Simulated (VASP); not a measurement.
# Rh: energy at fixed spin moment, by functional and volume against the source cell

Rh, P6_3/mmc (no. 194), 2 atoms in the cell.

| Functional | Volume against the source cell | Cell | Moment at the minimum, by a parabola in the squared moment through the lowest point and its neighbours (muB per cell) | Energy there by the same parabola, against the smallest moment (meV/atom) | Moment left free (muB per cell) | Energy at the first moment above zero (meV/atom) | Time (s) |
|---|---|---|---|---|---|---|---|
| PBE | 0.97 | volume scaled by 0.97 | 0.00 | 0.0 | 0.00 | 1.4 | 707 |
| PBEsol | 1 | as given | 0.00 | 0.0 | 0.00 | 1.3 | 264 |
| PBE | 1 | as given | 0.00 | 0.0 | 0.00 | 1.2 | 514 |
| PBEsol | 1.06 | volume scaled by 1.06 | 0.00 | 0.0 | 0.00 | 1.0 | 320 |

## Input of the first row

INCAR.step1:
```
SYSTEM = Rh
ALGO = Normal
EDIFF = 1E-7
ENCUT = 450
GGA = PE
ISIF = 2
ISMEAR = 1
ISPIN = 2
LASPH = .True.
LCHARG = .False.
LMAXMIX = 4
LORBIT = 11
LREAL = .False.
LWAVE = .False.
MAGMOM = 0 0
NELM = 200
NUPDOWN = 0.0
PREC = Accurate
SIGMA = 0.1
```

INCAR.step2, as INCAR.step1 but for:
```
- MAGMOM = 0 0
- NUPDOWN = 0.0
+ MAGMOM = 0.13 0.13
+ NUPDOWN = 0.26
```

INCAR.step3 to INCAR.step9 change the same tags again: MAGMOM = 0.26 0.26, 0.39 0.39, 0.52 0.52, 0.65 0.65, 0.78 0.78, 0.91 0.91, 1.04 1.04; NUPDOWN = 0.52, 0.78, 1.04, 1.3, 1.56, 1.82, 2.08.

INCAR.step10, as INCAR.step9 but for:
```
- NUPDOWN = 2.08
```

KPOINTS:
```
k-points
0
Gamma
  17 17 9
```

POSCAR:
```
Rh
1.0
    2.7033915092      0.0000000000      0.0000000000
   -1.3516957546      2.3412057234      0.0000000000
    0.0000000000      0.0000000000      4.3837537293
Rh
2
Direct
    0.3333333333      0.6666666667      0.2500000000
    0.6666666667      0.3333333333      0.7500000000
```

Commands (each step's output is kept before the next begins):
```
cat potpaw_PBE.64/Rh_pv/POTCAR > POTCAR
cp INCAR.step1 INCAR
mpirun -np 4 vasp_std > vasp.out
rm WAVECAR CHG
cp INCAR.step2 INCAR
mpirun -np 4 vasp_std > vasp.out
rm WAVECAR CHG
cp INCAR.step3 INCAR
mpirun -np 4 vasp_std > vasp.out
rm WAVECAR CHG
cp INCAR.step4 INCAR
mpirun -np 4 vasp_std > vasp.out
rm WAVECAR CHG
cp INCAR.step5 INCAR
mpirun -np 4 vasp_std > vasp.out
rm WAVECAR CHG
cp INCAR.step6 INCAR
mpirun -np 4 vasp_std > vasp.out
rm WAVECAR CHG
cp INCAR.step7 INCAR
mpirun -np 4 vasp_std > vasp.out
rm WAVECAR CHG
cp INCAR.step8 INCAR
mpirun -np 4 vasp_std > vasp.out
rm WAVECAR CHG
cp INCAR.step9 INCAR
mpirun -np 4 vasp_std > vasp.out
rm WAVECAR CHG
cp INCAR.step10 INCAR
mpirun -np 4 vasp_std > vasp.out
```

VASP 6.6.1 took 707 s on 4 cores (Intel Xeon Platinum 8488C (Sapphire Rapids)), a shared host.
